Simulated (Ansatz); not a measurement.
Al:

```xyz
1
Lattice="0.0000 2.0248 2.0248 2.0248 0.0000 2.0248 2.0248 2.0248 0.0000" Properties=species:S:1:pos:R:3 pbc="T T T"
Al    0.0000    0.0000    0.0000
```

- Program: Ansatz 0.2.0
- Task: relaxation of cell and atoms
- Functional: PBEsol
- Potentials or basis: all-electron LAPW, scalar-relativistic
- Basis error allowed: 0.001 eV/atom
- k mesh: 11 × 11 × 11
- Occupations: fermi-dirac, width 0.05 eV
- Spin: no spin polarisation

At the start: volume 16.60 Å³/atom.

Problem. Where does the relaxation end?

Solution. Over 4 steps the energy falls by 2.4 meV/atom and the volume is 16.21 Å³/atom (-2.4 %); space group Fm-3m (No. 225, to 0.05 Å).

The path:
| step | energy change (eV) | largest force (eV/Å) | volume (Å³) |
| --- | --- | --- | --- |
| 1 | 0.0000 | 0.0000 | 16.60 |
| 2 | -0.0024 | 0.0000 | 16.14 |
| 3 | -0.0024 | 0.0000 | 16.21 |
| 4 | -0.0024 | 0.0000 | 16.21 |

Final structure:
```xyz
1
Lattice="0.0000 2.0086 2.0086 2.0086 0.0000 2.0086 2.0086 2.0086 0.0000" Properties=species:S:1:pos:R:3 pbc="T T T"
Al    0.0000    0.0000    0.0000
```

The cell as given is a measured one (16.60 Å³/atom); PBEsol puts the equilibrium volume -2.4 % from it, thermal expansion not counted.
